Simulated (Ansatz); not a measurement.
I need band-curvature effective masses by finite differences of AlN, space group F-43m. Use Ansatz's Python interface. Level of theory (first run): PBEsol, PAW, cutoff 550 eV, 8×8×8 k-points, fixed occupations.

```cif
data_structure
_symmetry_space_group_name_H-M 'P 1'
_symmetry_Int_Tables_number 1
_cell_length_a 3.0886
_cell_length_b 3.0886
_cell_length_c 3.0886
_cell_angle_alpha 60.000
_cell_angle_beta 60.000
_cell_angle_gamma 60.000
_cell_volume 20.83
loop_
_atom_site_label
_atom_site_type_symbol
_atom_site_fract_x
_atom_site_fract_y
_atom_site_fract_z
_atom_site_occupancy
Al1 Al 0.00000 0.00000 0.00000 1
N1 N 0.75000 0.75000 0.75000 1
```

`mass.py`:
```python
"""Effective masses of AlN by finite differences."""

import ansatz as az
from ase import Atoms
import numpy as np


def main() -> None:
    atoms = Atoms(
        ["Al", "N"],
        scaled_positions=[
            [0.0, 0.0, 0.0],
            [0.75, 0.75, 0.75],
        ],
        cell=[
            [0.0, 2.183994, 2.183994],
            [2.183994, 0.0, 2.183994],
            [2.183994, 2.183994, 0.0],
        ],
        pbc=True,
    )
    crystal = az.Crystal.from_ase(atoms)

    calc = (
        crystal.calculation()
        .kpoints(mesh=(8, 8, 8))  # sampling of the Brillouin zone
        .basis(550)  # a bare number is in eV
        .functional(az.Functional.PBESOL)
        .occupations("fixed")
    )
    # step 1: where the edges lie on the mesh
    res = calc.band_table().run(threads=1, pin="off")
    r = res.report
    levels = np.array(r["eigenvalues_ev"])
    filled = round(r["n_electrons"] / 2)
    edges = {"top filled band": (filled - 1, levels[:, filled - 1].argmax()), "lowest empty band": (filled, levels[:, filled].argmin())}
    gap = levels[:, filled].min() - levels[:, filled - 1].max()
    print(f"gap on the mesh {gap:.3f} eV")
    if gap <= 0.05:
        print("no gap: band-edge masses have no meaning here")
        edges = {}
    reciprocal = 2 * np.pi * np.linalg.inv(res.lattice.cell_ang).T
    step = 0.006  # 1/A

    # m/m_e = (hbar^2/m_e) / (d2E/dk2), with hbar^2/m_e = 7.61996 eV A^2
    # a slope that is not zero means that the extremum lies off this mesh point
    pairs = [(0, 1), (0, 2), (1, 2)]
    moves = [sign * axis for axis in np.eye(3) for sign in (-1, 1)]
    moves += [s1 * np.eye(3)[i] + s2 * np.eye(3)[j] for i, j in pairs for s1 in (1, -1) for s2 in (1, -1)]
    for name, (band, index) in edges.items():
        together = int(np.sum(np.abs(levels[index] - levels[index, band]) < 2e-3))
        print(name, "at k =", np.round(r["kpoints_frac"][index], 4), f"E = {levels[index, band]:.4f} eV, degeneracy {together}")
        centre = np.array(r["kpoints_frac"][index]) @ reciprocal
        points = [centre] + [centre + step * move for move in moves]
        table = calc.band_structure(points, intervals=1, cartesian=True).run(threads=1, pin="off").band_structure().channels[0].eigenvalues_ev
        if together > 1:
            level = np.flatnonzero(np.abs(levels[index] - levels[index, band]) < 2e-3)
            along = (table[1, level] + table[2, level] - 2 * table[0, level]) / step ** 2
            print("  degenerate level, no single mass tensor; masses of its branches along x:", np.round(7.61996 / along, 3), "m_e")
            continue
        e = table[:, band]
        hessian = np.diag((e[1:7:2] + e[2:7:2] - 2 * e[0]) / step ** 2)
        for (i, j), (pp, pm, mp, mm) in zip(pairs, e[7:].reshape(3, 4)):
            hessian[i, j] = hessian[j, i] = (pp - pm - mp + mm) / (4 * step ** 2)
        curvatures, axes = np.linalg.eigh(hessian)
        slope = (e[2:7:2] - e[1:7:2]) / (2 * step)
        print("  slope (eV A):", np.round(slope, 3) + 0.0, "" if np.abs(slope).max() < 0.05 else "- no extremum here, so these are local curvatures and no band-edge masses")
        for curvature, axis in zip(curvatures, axes.T):
            print(f"  principal mass {7.61996 / curvature:8.3f} m_e along", np.round(axis, 2) + 0.0)


if __name__ == "__main__":
    main()
```

```console
$ python mass.py
gap on the mesh 3.195 eV
top filled band at k = [0. 0. 0.] E = 6.8728 eV, degeneracy 3
  degenerate level, no single mass tensor; masses of its branches along x: [-0.312 -1.429 -1.429] m_e
lowest empty band at k = [ 0.  -0.5 -0.5] E = 10.0682 eV, degeneracy 1
  slope (eV A): [0. 0. 0.]
  principal mass    0.521 m_e along [1. 0. 0.]
  principal mass    0.318 m_e along [ 0.   -0.98  0.21]
  principal mass    0.318 m_e along [ 0.   -0.21 -0.98]
```

Reading the output:
- Semilocal gaps usually lie well under measured ones.
- The structure comes from a database of computed cells and needn't be a stable or known phase.
- Gaps and levels are Kohn-Sham values on a finite set of k-points.
- The masses are finite-difference curvatures at extrema found on a coarse mesh, which needn't be the true band edges; a step that is long against the gap makes them too heavy. Negative values are curvatures of valence bands (the hole mass is their size). Spin-orbit coupling is left out, and light masses scale with the Kohn-Sham gap.
- Run time: 3.4 s on 1 thread of Arm Neoverse V1, on a shared host, peak memory 0.33 GiB.
